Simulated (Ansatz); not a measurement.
# HfC (Fm-3m) in Ansatz: a series of runs

The runs below take HfC through band structure, with PBEsol.

Program: Ansatz 0.2.0. These are calculated values, not measurements. Logs are shortened: lines on timing, memory, paths and dates and some standing lists are left out, and cuts for length are marked.

### 1 Starting point

It takes space group Fm-3m (No. 225, cubic). Conventional cell: a = 4.650 Å, b = 4.650 Å, c = 4.650 Å, α = 90.00°, β = 90.00°, γ = 90.00°. Hf (site symmetry m-3m) is surrounded by 6 C at 2.33 Å. C (site symmetry m-3m) is surrounded by 6 Hf at 2.33 Å.

### 2 Band structure, PBEsol

input.yaml reads:

```yaml
crystal:
  lattice:
    - [0.0, 2.325, 2.325]
    - [2.325, 0.0, 2.325]
    - [2.325, 2.325, 0.0]
  atoms:
    - { symbol: Hf, position: [0.5, 0.5, 0.5] }
    - { symbol: C, position: [0.0, 0.0, 0.0] }
kpoints:
  mp_grid: { grid: [8, 8, 8] }
  band_path:
    path:
      - [0.0, 0.0, 0.0]
      - [0.5, 0.0, 0.5]
      - [0.5, 0.25, 0.75]
      - [0.375, 0.375, 0.75]
      - [0.0, 0.0, 0.0]
      - [0.5, 0.5, 0.5]
      - [0.625, 0.25, 0.625]
      - [0.5, 0.25, 0.75]
    npoints: 12
scf:
  occupations: { method: fermi_dirac, width: 0.05 }
hamiltonian:
  xc: pbesol
  pseudopotentials: { kind: all_electron, lapw: { basis_error: 0.001 } }
output:
  forces: true
  stress: true
  eigenvalues: true
```

Potentials or basis: all-electron LAPW, scalar-relativistic.

The run is started by

```
> ansatz run input.yaml --threads 1 --pin off --max-ram 3072MiB --backend cpu --events-out ev --progress --plain --runs-dir out
```

What it wrote:

```text
Warning: RAYON_NUM_THREADS=1 ignored (pool sized by the plan → 1); use --threads N
LAPW: plane waves up to 8.910 Å⁻¹, error target 1.0e-3 eV per atom; small_component_spin mean_spin; C in spheres of 0.956 Å, 6 of its electrons in bands, Dirac shells []; Hf in spheres of 1.369 Å, 42 of its electrons in bands, Dirac shells [] (how accurate: hamiltonian.pseudopotentials.lapw.basis_error, Limitations)
Engine: ansatz 0.2.0, aarch64-unknown-linux-gnu
Pseudopotentials: kind: all_electron
Pseudopotential: Hf, LAPW, valence charge 42, lapw/all_electron/scalar/gaussian/Hf, Koelling and Harmon's equation, gaussian nucleus
Pseudopotential: C, LAPW, valence charge 6, lapw/all_electron/scalar/gaussian/C, Koelling and Harmon's equation, gaussian nucleus
Functional definition: PBEsol
  exchange = pbesol_x
  correlation = pbesol_c
Crystal: 2 atoms, lattice volume = 25.136 Å³
Basis set: ecut = 302.45489038547646 eV, 307 PW (Γ), exchange–correlation at level 2
Bands: 29, of which v1, the nominal top of the filled ones, is band 24 counted from 1 (23 counted from 0)
Symmetry: 48 space group operations
Space group: Fm-3m (ITA 225), of the structure as read, at distance tolerance 2.9e-5 Å
k-points: 29 of 512
Non-local potential: Hf, projectors of the file, none
Non-local potential: C, projectors of the file, none
Initial density: superposition of atomic densities (chi_scale 0.1, normalization cell, long waves kept (reshape's long-wave potential 0.00 eV rms))
Initial wavefunctions: plane waves of lowest kinetic energy (no species holds an atomic orbital)
Functional: x = pbesol(κ = 0.804, μ = 0.12345679012345678), c = pbesol(β = 0.046)
iter 1 solved again at ethr=1.15e-2 eV; its pass at ethr=1.00e-1 eV (dr2=5.52e0 eV) is discarded
SCF iter   1: F=—  HF=-411163.403716 eV  |F-HF|=—  |Δ(HF+E_count)|=         —  Δρ=1.25e-1  dr2=5.52e0  ethr=1.15e-2  ⟨swp⟩=2.0  Hψ=5026  notcnv=0
preconditioner: auto → none  [insulator: Δε(μ)=0.151 eV  Ē_g=18.055 eV  σ=0.050 eV  W_gap=0.62  n_scr=14 (ndim 8)  ℏωp=39.2 eV  f_vac=0.000  D(μ)=0.19/eV (n_scr^D=0)  ε∞_Penn≈5.7]
SCF iter   2: F=—  HF=-411162.524931 eV  |F-HF|=—  |Δ(HF+E_count)|=   8.79e-1  Δρ=7.91e-2  dr2=1.99e0  ethr=1.15e-2  ⟨swp⟩=3.0  Hψ=2563  notcnv=0
iter 3 solved again at ethr=4.74e-5 eV; its pass at ethr=4.14e-3 eV (dr2=2.28e-2 eV) is discarded
SCF iter   3: F=—  HF=-411161.530394 eV  |F-HF|=—  |Δ(HF+E_count)|=   9.95e-1  Δρ=1.17e-2  dr2=2.28e-2  ethr=4.74e-5  ⟨swp⟩=2.0  Hψ=4387  notcnv=0
SCF iter   4: F=—  HF=-411161.523029 eV  |F-HF|=—  |Δ(HF+E_count)|=         —  Δρ=4.83e-3  dr2=4.55e-3  ethr=4.74e-5  ⟨swp⟩=2.0  Hψ=2514  notcnv=0
the basis was enlarged: its passes take 266.9 KiB over the memory plan, 1 of 1 planned eigensolver slots
SCF iter   5: F=—  HF=-411161.521675 eV  |F-HF|=—  |Δ(HF+E_count)|=   1.35e-3  Δρ=9.75e-4  dr2=1.40e-4  ethr=9.48e-6  ⟨swp⟩=2.0  Hψ=2510  notcnv=0
SCF iter   6: F=—  HF=-411161.521328 eV  |F-HF|=—  |Δ(HF+E_count)|=   3.47e-4  Δρ=2.60e-4  dr2=1.38e-5  ethr=2.92e-7  ⟨swp⟩=2.5  Hψ=2540  notcnv=0
SCF iter   7: F=—  HF=-411161.521279 eV  |F-HF|=—  |Δ(HF+E_count)|=   4.84e-5  Δρ=2.33e-5  dr2=1.40e-7  ethr=2.87e-8  ⟨swp⟩=3.0  Hψ=2596  notcnv=0
SCF iter   8: F=-411161.521279 eV  HF=-411161.521279 eV  |F-HF|=4.66e-10  |Δ(HF+E_count)|=   4.11e-7  Δρ=1.04e-6  dr2=1.95e-10  ethr=2.91e-10  ⟨swp⟩=3.0  Hψ=2611  notcnv=0
SCF 1 converged in 8 iterations: F = -411161.521279 eV  dr2 = 1.95e-10
NSCF: frozen V_eff on 85 k-points
SCF converged after 8 iterations
Free energy (F): -411161.521279 eV
Harris-Foulkes:  -411161.521279 eV  (|F-HF|=4.66e-10)
Internal energy: -411161.518645 eV  (E = F + TS)
E sigma→0 (E₀):  -411161.519962 eV
Entropy (-TS):   -0.002634 eV (-1.317 meV/atom)
Fermi energy:    20.278984 eV
--- Per-component energies (eV) ---
  E_band       = -4277.915713
  E_kinetic    = 457329.468237
  E_xc         = -8434.136181
  E_electrostatic = -860056.850701  (all electrons and nuclei)
  E_smearing   = -0.002634  (= −TS)
  E_closure    = 0.000000  (closes the sum)
  E_atoms      = -411142.005238  (free atoms, spherical and without spin; not in F)
  Σ components = -411161.521279   (vs F -411161.521279, Δ=0.00e0)
  Basis errors (estimates in eV, not in F): energy 3.6e-4 per atom: plane waves 3.2e-4 (1.8e-4 summed), levels above the bands 7.0e-62, relativity 3.2e-8, radial functions 3.9e-5, core shells 1.1e-7; eigenvalues (radial functions only) 4.1e-6; not estimated: angular momenta, meshes, grids; target (lapw.basis_error) 1.0e-3; muffin-tin radii C 0.956 Å, Hf 1.369 Å
--- Forces (eV/Å), atoms counted from 1 ---
  atom   1  Hf     0.00000000     0.00000000     0.00000000
  atom   2  C     -0.00000000     0.00000000     0.00000000
  max |Σ_I F_I| component: 2.14e-31 eV/Å
--- Stress (GPa, compression-positive) ---
       -6.487923      -0.000000       0.000000
       -0.000000      -6.487923       0.000000
        0.000000       0.000000      -6.487923
  P = ⅓ Tr σ = -6.4879 GPa (-64.879 kbar)
--- Band table (eV; the first three rows and the last of 29) ---
  k-point 0: bands = ["-351.8823", "-351.8823", "-351.8823", "-242.9228", "-179.9721", "-179.9721", "-179.9721", "-179.9545", "-179.9545", "-40.7402", "-9.1969", "-9.1969", "-9.1969", "8.0249", "9.2802", "9.2892", "9.2892", "9.2892", "9.3707", "9.3707", "9.3707", "21.4081", "21.4081", "21.4081", "21.6438", "21.6438", "21.6438", "23.6604", "23.6604"]
  k-point 1: bands = ["-351.8823", "-351.8823", "-351.8823", "-242.9228", "-179.9721", "-179.9721", "-179.9721", "-179.9545", "-179.9545", "-40.7342", "-9.3031", "-9.2072", "-9.2072", "8.3988", "9.2857", "9.2981", "9.2981", "9.3020", "9.3623", "9.3623", "9.3710", "19.5432", "20.0429", "20.0429", "22.2166", "22.2166", "22.6241", "25.2506", "25.2506"]
  k-point 2: bands = ["-351.8823", "-351.8823", "-351.8823", "-242.9228", "-179.9721", "-179.9721", "-179.9721", "-179.9545", "-179.9545", "-40.7198", "-9.5505", "-9.2319", "-9.2319", "9.1091", "9.3009", "9.3192", "9.3192", "9.3448", "9.3448", "9.3719", "9.6358", "17.3169", "18.5780", "18.5780", "23.3097", "23.3178", "23.3178", "27.8386", "27.8386"]
  k-point 28: bands = ["-351.8823", "-351.8823", "-351.8823", "-242.9228", "-179.9721", "-179.9721", "-179.9721", "-179.9545", "-179.9545", "-40.6859", "-9.6171", "-9.6171", "-9.4445", "9.2723", "9.3128", "9.3183", "9.3183", "9.3391", "9.3455", "9.3455", "10.7799", "17.3383", "17.5889", "17.5889", "23.9757", "23.9757", "27.0313", "27.3313", "28.5731"]
```

Wall time 14 s (1 thread of Arm Neoverse V1, shared host); peak memory 0.28 GiB.

What came out:

```
Free energy             : -411161.5213 eV
Pressure                : -6.5 GPa
Band gap along the path : none (metal or under the smearing width)
```

Levels at the corners of the path, in eV from the Fermi level:
```tsv
point	band 21	band 22	band 23	band 24	band 25	band 26	band 27	band 28
Γ	-10.91	1.13	1.13	1.13	1.36	1.36	1.36	3.38
X	-10.34	-2.57	-1.80	0.00	0.00	5.31	6.74	6.74
W	-9.50	-2.94	-2.69	-2.69	3.70	3.70	6.75	7.05
K	-9.59	-3.49	-2.70	-1.59	1.60	5.78	6.18	8.23
Γ	-10.91	1.13	1.13	1.13	1.36	1.36	1.36	3.38
L	-8.32	-6.15	-2.97	-2.97	5.31	5.31	5.77	6.58
U	-9.59	-3.49	-2.70	-1.59	1.60	5.78	6.18	8.23
W	-9.50	-2.94	-2.69	-2.69	3.70	3.70	6.75	7.05
```

Caveat: the k mesh is thin for a metal, which can move the energy by tens of meV per atom; spin-orbit coupling is left out, which moves the levels of the heavy elements.

### 3 Band structure, PBEsol, spin-orbit coupling, no magnetisation

Edit input.yaml of step 2 so:

```diff
@@ -26,2 +26,5 @@
   pseudopotentials: { kind: all_electron, lapw: { basis_error: 0.001 } }
+magnetization:
+  noncollinear: true
+  spin_orbit: true
 output:
```

Potentials or basis: all-electron LAPW, relativistic spinors.

The run is started by

```
> ansatz run input.yaml --threads 1 --pin off --max-ram 3072MiB --backend cpu --events-out ev --progress --plain --runs-dir out
```

It took 1.8 min on 1 thread of Arm Neoverse V1, shared host; peak memory 0.48 GiB.

Results (log left out):

```yaml
Free_energy: -411692.1750 eV
Pressure: -7.1 GPa
Band_gap_along_the_path: none (metal or under the smearing width)
```

Levels at the corners of the path, in eV from the Fermi level:
```
point  band 45  band 46  band 47  band 48  band 49  band 50  band 51  band 52
    Γ     1.17     1.17     1.17     1.17     1.25     1.25     1.25     1.25
    X    -1.81    -1.81    -0.17    -0.17     0.18     0.18     5.29     5.29
    W    -2.96    -2.96    -2.44    -2.44     3.65     3.65     3.71     3.71
    K    -2.72    -2.72    -1.57    -1.57     1.59     1.59     5.72     5.72
    Γ     1.17     1.17     1.17     1.17     1.25     1.25     1.25     1.25
    L    -3.03    -3.03    -2.94    -2.94     5.25     5.25     5.27     5.27
    U    -2.72    -2.72    -1.57    -1.57     1.59     1.59     5.72     5.72
    W    -2.96    -2.96    -2.44    -2.44     3.65     3.65     3.71     3.71
```

Caveat: the k mesh is thin for a metal, which can move the energy by tens of meV per atom.
